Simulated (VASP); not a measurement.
Input of a VASP 6.6.1 run:

The input INCAR:

```
ALGO = Normal ; EDIFF = 1E-6
EDIFFG = -0.01 ; ENCUT = 600
GGA = PS ; IBRION = 2
ISIF = 3 ; ISMEAR = 0
KPAR = 2 ; LASPH = T
LCHARG = F ; LREAL = F
LWAVE = F ; NELM = 80
NSW = 90 ; PREC = Accurate
SIGMA = 0.03
```

The input KPOINTS:

```
k-points
0
Gamma
  9 9 7
```

Contents of POSCAR:

```
Al2O3
1.0
    2.3802500000      1.3742379782      4.3318666667
   -2.3802500000      1.3742379782      4.3318666667
    0.0000000000     -2.7484759565      4.3318666667
Al O
4 6
Direct
    0.3521600000      0.3521600000      0.3521600000
    0.1478400000      0.1478400000      0.1478400000
    0.6478400000      0.6478400000      0.6478400000
    0.8521600000      0.8521600000      0.8521600000
    0.5566800000      0.9433200000      0.2500000000
    0.2500000000      0.5566800000      0.9433200000
    0.9433200000      0.2500000000      0.5566800000
    0.4433200000      0.0566800000      0.7500000000
    0.7500000000      0.4433200000      0.0566800000
    0.0566800000      0.7500000000      0.4433200000
```

Potentials or basis: VASP PAW PBE potentials, release 64 (Al, O).

Command:

```console
$ cat potpaw_PBE.64/Al/POTCAR potpaw_PBE.64/O/POTCAR > POTCAR
$ mpirun -np 2 vasp_std > vasp.out
```

Q: Estimate the relaxed cell.

A: a = 5.138 Å, b = 5.138 Å, c = 5.138 Å, α = 55.35°, β = 55.35°, γ = 55.35°.

Q: Estimate the band gap on the k mesh.

A: 6.05 eV, direct.

Q: Estimate the space group after relaxing (to 0.05 Å).

A: R-3c (No. 167).

Step by step:
```csv
step,energy change (eV),largest force (eV/Å),pressure (GPa),volume (Å³)
1,0.0000,0.0888,1.50,85.02
2,-0.0019,0.0280,-1.28,86.00
3,-0.0036,0.0360,-0.15,85.60
4,-0.0036,0.0347,-0.20,85.61
5,-0.0038,0.0113,0.00,85.54
6,-0.0038,0.0091,-0.03,85.55
```

Caveat: the PAW data sets were made with another functional, which shifts forces and pressure a little; an odd mesh through Γ misses points on the zone boundary, where band edges often lie.
